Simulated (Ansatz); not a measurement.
Runs of Ansatz 0.2.0 on Na2S. The structure is cubic, space group Fm-3m (No. 225). Conventional cell: a = 6.547 Å, b = 6.547 Å, c = 6.547 Å, α = 90.00°, β = 90.00°, γ = 90.00°. S (site symmetry m-3m) has 8 Na at 2.83 Å as nearest neighbours. Around Na (site symmetry -43m) lie 4 S at 2.83 Å. 

```csv
task,level,k mesh,cutoff (eV),smearing,basis error allowed,gap on the mesh (eV),pressure (GPa)
single point,PBE,4 × 4 × 4,144,fermi-dirac 0.03 eV,0.002 eV/atom,2.48,(b)
band structure,LDA,7 × 7 × 7,144,fermi-dirac 0.05 eV,0.002 eV/atom,2.24,-2.1
band structure,PBEsol,7 × 7 × 7,143,fermi-dirac 0.05 eV,0.002 eV/atom,2.36,(a)
phonons,PBE,7 × 7 × 7,153,fermi-dirac 0.05 eV,0.002 eV/atom,2.48,-
```

Alike in all rows: potentials or basis all-electron LAPW, scalar-relativistic; no spin polarisation; cell as given.

Problem. Estimate the missing entries.

Solution. (a) -0.6; (b) 0.3.

Caveats: an odd mesh through Γ misses points on the zone boundary, where band edges often lie (some runs).

Not every run made on this cell is shown here.
